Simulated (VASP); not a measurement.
# MoS2 in VASP: a series of runs

The runs below take MoS2 through single point, with r2SCAN+rVV10.

Everything below comes from runs of VASP 6.6.1. Logs are shortened: lines on timing, memory, paths and dates and some standing lists are left out, and cuts for length are marked.

### 1 The sheet as given

The cell holds a sheet with vacuum, 3 atoms: a = 3.172 Å, b = 3.172 Å, c = 30.040 Å, α = 90.00°, β = 90.00°, γ = 120.00°.

The cell was built by a generator and needn't be a form met in nature.

### 2 Single point, r2SCAN+rVV10

Input file POSCAR:

```
MoS2
1.0
    3.1724514325      0.0000000000      0.0000000000
   -1.5862257163      2.7474235328      0.0000000000
    0.0000000000      0.0000000000     30.0399999981
S Mo
2 1
Direct
    0.6666666667      0.3333333333      0.2331660709
    0.6666666667      0.3333333333      0.3367407201
    0.3333333333      0.6666666667      0.2849533955
```

Input file INCAR.step1:

```
SYSTEM = MoS2
PREC     = Accurate       ! precision mode
ENCUT    = 520            ! plane-wave cutoff, eV
ISMEAR   = 0              ! smearing method
SIGMA    = 0.03           ! smearing width, eV
LREAL    = .FALSE.        ! projectors in reciprocal space
LASPH    = .TRUE.         ! aspherical terms in the spheres
NELM     = 100            ! most SCF steps
LDIPOL   = .TRUE.       
IDIPOL   = 3            
DIPOL    = 0.5 0.5 0.285
NBANDS   = 20             ! bands
GGA      = PE             ! functional
ALGO     = Normal         ! electronic algorithm
EDIFF    = 1E-4           ! SCF threshold, eV
LWAVE    = .TRUE.         ! write WAVECAR
LCHARG   = .FALSE.        ! write CHGCAR
```

Input file INCAR.step2:

```
SYSTEM = MoS2
PREC     = Accurate       ! precision mode
ENCUT    = 520            ! plane-wave cutoff, eV
EDIFF    = 1E-6           ! SCF threshold, eV
ISMEAR   = 0              ! smearing method
SIGMA    = 0.03           ! smearing width, eV
LREAL    = .FALSE.        ! projectors in reciprocal space
LASPH    = .TRUE.         ! aspherical terms in the spheres
NELM     = 100            ! most SCF steps
ALGO     = Normal         ! electronic algorithm
ISIF     = 2              ! what is computed and relaxed
LWAVE    = .FALSE.        ! write WAVECAR
LCHARG   = .FALSE.        ! write CHGCAR
LDIPOL   = .TRUE.       
IDIPOL   = 3            
DIPOL    = 0.5 0.5 0.285
METAGGA  = R2SCAN         ! meta-GGA
LMIXTAU  = .TRUE.       
LUSE_VDW = .TRUE.       
IVDW_NL  = 2            
BPARAM   = 11.95        
CPARAM   = 0.0093       
NBANDS   = 20             ! bands
ISTART   = 1
```

Input file KPOINTS:

```
Automatic mesh
0
G
  12 12 1
  0 0 0
```

Potentials or basis: VASP PAW PBE potentials, release 64 (S, Mo_sv).

Run with:

```console
cat potpaw_PBE.64/S/POTCAR potpaw_PBE.64/Mo_sv/POTCAR > POTCAR
cp INCAR.step1 INCAR
mpirun -np 1 vasp_std > vasp.out
cp INCAR.step2 INCAR
mpirun -np 1 vasp_std > vasp.out
```

OUTCAR:

```text
SYSTEM = MoS2
   PREC = Accurate
   ENCUT = 520
   EDIFF = 1E-6
   ISMEAR = 0
   LREAL = .FALSE.
   LASPH = .TRUE.
   NELM = 100
   ISIF = 2
   METAGGA = R2SCAN
   IVDW_NL = 2
   BPARAM = 11.95
   ISTART = 1

 ion  position               nearest neighbor table
   1  0.667  0.333  0.233-   3 2.40   3 2.40   3 2.40
   2  0.667  0.333  0.337-   3 2.40   3 2.40   3 2.40
   3  0.333  0.667  0.285-   1 2.40   2 2.40   1 2.40   2 2.40   1 2.40   2 2.40

  LATTYP: Found a hexagonal cell.
 ALAT       =     3.1724514325
 C/A-ratio  =     9.4690180881

  Lattice vectors:

 A1 = (   3.1724514325,   0.0000000000,   0.0000000000)
 A2 = (  -1.5862257163,   2.7474235328,   0.0000000000)
 A3 = (   0.0000000000,   0.0000000000,  30.0399999981)

Analysis of symmetry for initial positions (statically):
=====================================================================
 Subroutine PRICEL returns:
 Original cell was already a primitive cell.

 Routine SETGRP: Setting up the symmetry group for a
 hexagonal supercell.

 Subroutine GETGRP returns: Found 12 space group operations
 (whereof  6 operations were pure point group operations)
 out of a pool of 24 trial point group operations.

The static configuration has the point symmetry C_3v.
 The point group associated with its full space group is D_3h.

Analysis of symmetry for dynamics (positions and initial velocities):
=====================================================================
 Subroutine PRICEL returns:
 Original cell was already a primitive cell.

 Routine SETGRP: Setting up the symmetry group for a
 hexagonal supercell.

 Subroutine GETGRP returns: Found 12 space group operations
 (whereof  6 operations were pure point group operations)
 out of a pool of 24 trial point group operations.

The dynamic configuration has the point symmetry C_3v.
 The point group associated with its full space group is D_3h.

 Subroutine INISYM returns: Found 12 space group operations
 (whereof  6 operations are pure point group operations),
 and found     1 'primitive' translations

----------------------------------------------------------------------------------------

                                     Primitive cell

  volume of cell :     261.8307

  direct lattice vectors                    reciprocal lattice vectors
[... 88 lines left out ...]
   NFREE  =      0    steps in history (QN), initial steepest desc. (CG)
   ISIF   =      2    stress and relaxation
   ISYM   =      2    0-nonsym 1-usesym 2-fastsym
   POTIM  = 0.5000    time-step for ionic-motion
   TEBEG  =    0.0;   TEEND  =   0.0 temperature during run
   PSTRESS=    0.0 pullay stress
   NELECT =      26.0000    total number of electrons
   NUPDOWN=      -1.0000    fix difference up-down
   EMIN   =  10.00;   EMAX   =-10.00  energy-range for DOS
   EFERMI =   0.00;   METHOD = LEGACY
   ISMEAR =     0;   SIGMA  =   0.03  broadening in eV -4-tet -1-fermi 0-gaus
   EFERMI_NEDOS =   21; number of points for ismear=-14 and -15
   IALGO  =     38    algorithm
   IMIX   =      4    mixing-type and parameters
     AMIX     =   0.40;   BMIX     =  1.00
     AMIX_MAG =   1.60;   BMIX_MAG =  1.00
  volume/ion in A,a.u.               =      87.28       588.97
  Fermi-wavevector in a.u.,A,eV,Ry     =   0.758099  1.432599  7.819455  0.574714
  Thomas-Fermi vector in A             =   1.856593
   LORBIT       =      0    0 simple, 1 ext, 2 COOP (PROOUT), +10 PAW based schemes
   METAGGA = R2SCAN    functional components
   LHFCALC =     F    Hartree Fock is set to
   AEXX    =    0.0000 exact exchange contribution
   IVDW_NL    =     2    kernel type
   BPARAM     =11.9500
   IVDW    =     0    specifies the selected vdW correction
   LEPSILON=     F    determine dielectric tensor
   LRPA    =     F    only Hartree local field effects (RPA)
 non-spin polarized calculation
 Gauss-broadening in eV      SIGMA  =   0.03
  energy-cutoff  :      520.00
  volume of cell :      261.83
 maximum number of plane-waves:      7088
 NGX is ok and might be reduce to    24
   NGX = 11   NGY = 11   NGZ =111

 dipolmoment           0.000000      0.000000      0.000002 electrons x Angstroem

 number of electron      25.9999999 magnetization

 dipolmoment           0.000000      0.000000     -0.000001 electrons x Angstroem

 Free energy of the ion-electron system (eV)
  ---------------------------------------------------
  ext. energy  EPLUGINS =         0.00000000
  ---------------------------------------------------
  free energy    TOTEN  =       -44.35090009 eV

  energy without entropy =      -44.35090009  energy(sigma->0) =      -44.35090009

 E-fermi :  -3.2277     XC(G=0):  -2.5853

 val. band max:       -3.5118934803   @ k =   0.0000   0.0000   0.0000
 cond. band min:      -1.7315522323   @ k =   0.3333   0.3333   0.0000
 fundamental gap:      1.7803412479
 Fermi energy:        -3.2276869752

 k-point     1 :       0.0000    0.0000    0.0000
  band No.  band energies     occupation
      1     -66.3127      2.00000
      2     -39.7345      2.00000
      3     -39.5107      2.00000
      4     -39.5107      2.00000
      5     -18.3402      2.00000
      6     -16.9389      2.00000
[... 426 lines left out ...]
     19       4.6166      0.00000
     20       6.7094      0.00000

------------------------ aborting loop because EDIFF is reached ----------------------------------------

 vacuum level on the upper side and lower side of the slab       (xc-potential included)         0.019         0.033

  FORCE on cell =-STRESS in cart. coord.  units (eV):
  Direction    XX          YY          ZZ          XY          YZ          ZX
  --------------------------------------------------------------------------------------
  -------------------------------------------------------------------------------------
  Total        0.0611862      0.0611862      0.0199630     -0.0000000      0.0000000      0.0000000
  in kB        0.3744069      0.3744069      0.1221561     -0.0000000      0.0000000      0.0000000
  external PRESSURE =       0.2903233 kB  Pullay stress =       0.0000000 kB

 VOLUME and BASIS-vectors are now :
 -----------------------------------------------------------------------------
  energy-cutoff  :      520.00
  volume of cell :      261.83
      direct lattice vectors                 reciprocal lattice vectors
     3.172451432  0.000000000  0.000000000     0.315213651  0.181988687  0.000000000
    -1.586225716  2.747423533  0.000000000     0.000000000  0.363977373  0.000000000
     0.000000000  0.000000000 30.039999998     0.000000000  0.000000000  0.033288948

 POSITION                                       TOTAL-FORCE (eV/Angst)
 -----------------------------------------------------------------------------------
      1.58623      0.91581      7.00431         0.000000     -0.000000     -0.012229
      1.58623      0.91581     10.11569         0.000000     -0.000000      0.012229
     -0.00000      1.83162      8.56000        -0.000000      0.000000     -0.000000
 -----------------------------------------------------------------------------------
    total drift:                                0.000001      0.000001     -0.000021

  FREE ENERGIE OF THE ION-ELECTRON SYSTEM (eV)
  ---------------------------------------------------
  free  energy   TOTEN  =       -44.3509000870 eV

  energy  without entropy=      -44.3509000870  energy(sigma->0) =      -44.35090009

 vacuum level on the upper side and lower side of the slab         2.650         2.664
```

OUTCAR.step1:

```text
SYSTEM = MoS2
   PREC = Accurate
   ENCUT = 520
   ISMEAR = 0
   LREAL = .FALSE.
   LASPH = .TRUE.
   NELM = 100
   GGA = PE
[... 663 lines left out ...]
      1.58623      0.91581     10.11569         0.000000     -0.000000      0.194216
     -0.00000      1.83162      8.56000        -0.000000      0.000000      0.000000
 -----------------------------------------------------------------------------------
    total drift:                                0.000000     -0.000000     -0.003265

  FREE ENERGIE OF THE ION-ELECTRON SYSTEM (eV)
  ---------------------------------------------------
  free  energy   TOTEN  =       -21.8488562163 eV

  energy  without entropy=      -21.8488562163  energy(sigma->0) =      -21.84885622

 vacuum level on the upper side and lower side of the slab         1.830         1.976
```

OSZICAR.step1:

```text
N       E                     dE             d eps       ncg     rms          rms(c)
DAV:   1     0.148325444131E+03    0.14833E+03   -0.12778E+04  1064   0.971E+02
DAV:   2    -0.104417075987E+02   -0.15877E+03   -0.15431E+03  1116   0.206E+02
DAV:   3    -0.231874570525E+02   -0.12746E+02   -0.12682E+02  1008   0.541E+01
DAV:   4    -0.233458572717E+02   -0.15840E+00   -0.15810E+00  1000   0.686E+00
DAV:   5    -0.233492016665E+02   -0.33444E-02   -0.33442E-02  1036   0.956E-01    0.241E+01
DAV:   6    -0.222481263310E+02    0.11011E+01   -0.11260E+01   804   0.197E+01    0.899E+00
DAV:   7    -0.220719819711E+02    0.17614E+00   -0.55754E+00   836   0.131E+01    0.605E+00
DAV:   8    -0.218534103877E+02    0.21857E+00   -0.11649E+00   876   0.634E+00    0.156E+00
DAV:   9    -0.218533899538E+02    0.20434E-04   -0.38797E-02   948   0.118E+00    0.834E-01
DAV:  10    -0.218494483878E+02    0.39416E-02   -0.17769E-02   900   0.820E-01    0.140E-01
DAV:  11    -0.218490764945E+02    0.37189E-03   -0.66297E-04   972   0.171E-01    0.611E-02
DAV:  12    -0.218489332933E+02    0.14320E-03   -0.14918E-04   760   0.625E-02    0.286E-02
DAV:  13    -0.218488562163E+02    0.77077E-04   -0.16902E-04   808   0.592E-02
   1 F= -.21848856E+02 E0= -.21848856E+02  d E =-.900065E-51
```

Wall time 9.7 min (1 thread of AMD EPYC 9R45 (Zen 5), shared host); peak memory 0.83 GiB.

Results:

| Property | Result |
| --- | --- |
| Free energy | -44.3509 eV |
| Largest force | 0.012 eV/Å |
| Band gap on the k mesh | 1.78 eV, indirect (least direct gap 1.82 eV) |

Forces on the atoms (eV/Å):
```
S    0.000  0.000 -0.012
S    0.000  0.000  0.012
Mo   0.000  0.000  0.000
```

Levels at points of the mesh, in eV from the valence-band top:
```csv
k point,band 11,band 12,band 13,band 14,band 15,band 16
"(0.00, 0.00, 0.00)",-1.64,-1.64,0.00,2.96,2.96,3.21
"(0.50, 0.00, 0.00)",-2.03,-1.09,-0.67,2.41,2.94,4.21
```

Caveat: the PAW data sets were made with another functional, which shifts forces and pressure a little. r2SCAN opens gaps a little over a GGA but as a rule still falls short of measured ones.

### 3 Single point, r2SCAN+rVV10

This run uses another cell than the first one, of 49.66 Å³/atom, 0.569 times its volume.

Input file POSCAR:

```
MoS2
1.0
    3.1700000000      0.0000000000      0.0000000000
   -1.5850000000      2.7453005300      0.0000000000
    0.0000000000      0.0000000000     17.1200000000
S Mo
2 1
Direct
    0.6666670000      0.3333330000      0.4088785047
    0.6666670000      0.3333330000      0.5911214953
    0.3333330000      0.6666670000      0.5000000000
```

Input file INCAR.step1:

```
  PREC = Accurate
  ENCUT = 520
  ISMEAR = 0
  SIGMA = 0.03
  LREAL = F
  LASPH = T
  NELM = 100
  LDIPOL = T
  IDIPOL = 3
  DIPOL = 0.5 0.5 0.500
  NBANDS = 20
  GGA = PE
  ALGO = Normal
  EDIFF = 1E-4
  LWAVE = T
  LCHARG = F
```

Input file INCAR.step2:

```
  PREC = Accurate
  ENCUT = 520
  EDIFF = 1E-6
  ISMEAR = 0
  SIGMA = 0.03
  LREAL = F
  LASPH = T
  NELM = 100
  ALGO = Normal
  ISIF = 2
  LWAVE = F
  LCHARG = F
  LDIPOL = T
  IDIPOL = 3
  DIPOL = 0.5 0.5 0.500
  METAGGA = R2SCAN
  LMIXTAU = T
  LUSE_VDW = T
  IVDW_NL = 2
  BPARAM = 11.95
  CPARAM = 0.0093
  NBANDS = 20
  ISTART = 1
```

Input file KPOINTS:

```
Automatic mesh
0
Gamma
  12 12 1
```

Potentials or basis: VASP PAW PBE potentials, release 64 (S, Mo_sv).

Run with:

```console
cat potpaw_PBE.64/S/POTCAR potpaw_PBE.64/Mo_sv/POTCAR > POTCAR
cp INCAR.step1 INCAR
mpirun -np 1 vasp_std > vasp.out
cp INCAR.step2 INCAR
mpirun -np 1 vasp_std > vasp.out
```

Run time: 3.9 min. Hardware: 1 thread of AMD EPYC 9R45 (Zen 5), shared host; peak memory 0.53 GiB.

It converged, with:

```
Free energy            : -44.3527 eV
Largest force          : 0.058 eV/Å
Band gap on the k mesh : 1.82 eV, indirect (least direct gap 1.83 eV)
```

Forces in eV/Å, atoms in the order of the input:
```
S    0.000  0.000  0.058
S    0.000  0.000 -0.058
Mo   0.000  0.000  0.000
```

Levels at points of the mesh, in eV from the valence-band top:
| k point | band 9 | band 10 | band 11 | band 12 | band 13 | band 14 | band 15 | band 16 | band 17 | band 18 |
| --- | --- | --- | --- | --- | --- | --- | --- | --- | --- | --- |
| (0.00, 0.00, 0.00) | -2.75 | -1.91 | -1.60 | -1.60 | 0.00 | 2.99 | 2.99 | 3.23 | 3.23 | 5.93 |
| (0.50, 0.00, 0.00) | -4.27 | -3.34 | -2.02 | -1.05 | -0.65 | 2.44 | 2.97 | 4.22 | 4.61 | 6.63 |

Caveat: the PAW data sets were made with another functional, which shifts forces and pressure a little. r2SCAN opens gaps a little over a GGA but as a rule still falls short of measured ones.
